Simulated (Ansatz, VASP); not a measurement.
**Mg in VASP and in Ansatz**

```xyz
1
Lattice="0.0000 2.2154 2.2154 2.2154 0.0000 2.2154 2.2154 2.2154 0.0000" Properties=species:S:1:pos:R:3 pbc="T T T"
Mg    0.0000    0.0000    0.0000
```

Change from the starting cell: volume scaled by 0.9405.

Alike in both runs: task single point; functional PBE; k mesh 13 × 13 × 13; occupations fermi-dirac, width 0.08 eV; no spin polarisation.

```csv
,VASP,Ansatz
version,VASP 6.6.1,Ansatz 0.2.0
potentials or method,"VASP PAW PBE potentials, release 64 (Mg), cutoff 520 eV","all-electron LAPW, scalar-relativistic"
```

```tsv
	VASP	Ansatz	Ansatz less VASP
pressure (GPa)	2.4	2.4	+0.09
```

Ansatz ran all-electron here, so the differences hold the error of VASP's frozen core and of both bases.
